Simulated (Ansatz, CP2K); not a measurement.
**As: energy against volume and a worked fit**

```
CELL_PARAMETERS angstrom
2.70368 0.00000 0.00000
0.00000 2.70368 0.00000
0.00000 0.00000 2.70368
ATOMIC_POSITIONS crystal
As 0.50000 0.50000 0.50000
```

This isn't the form of As at room conditions, which is rhombohedral.

The cell was scaled at fixed shape and fractions and run with CP2K, GTH_POTENTIALS As GTH-PADE-q5; TZVP-MOLOPT-PBE-GTH basis; LDA, k mesh 10 × 10 × 10 on the cell of 1 atom, fermi-dirac occupations of 0.05 eV, no spin polarisation, no spin-orbit coupling. Energies are those that the program minimises, any entropy of the smearing included. For a metal such a mesh isn't converged to the digits shown.

| V (Å³/atom) | energy over the lowest row (meV/atom) |
| --- | --- |
| 18.5778 | 3.67 |
| 18.9731 | 0.00 |
| 19.3684 | ? |
| 19.7636 | 6.84 |
| 20.1589 | 16.40 |
| 20.5542 | 29.51 |
| 20.9494 | 45.84 |

Task: Fit the third-order Birch-Murnaghan form, give V0, B0 and B′, and predict the energy left open.

Result: With y = (V0/V)^(2/3), E = E0 + (9 V0 B0/16) [(y - 1)³ B′ + (y - 1)² (6 - 4y)]. Least squares through the rows shown give V0 = 19.0663 Å³/atom, E0 = -0.13 meV, B0 = 93.00 GPa (1 eV/Å³ = 160.218 GPa) and B′ = 4.11, with a largest miss of 0.01 meV. At V = 19.3684 the form with these constants gives 1.22 meV; the run gave 1.22 meV an atom. Other set-ups at this level, from all their volumes (Å³/atom, GPa): Ansatz, all-electron LAPW, scalar-relativistic: V0 19.060, B0 94.49.
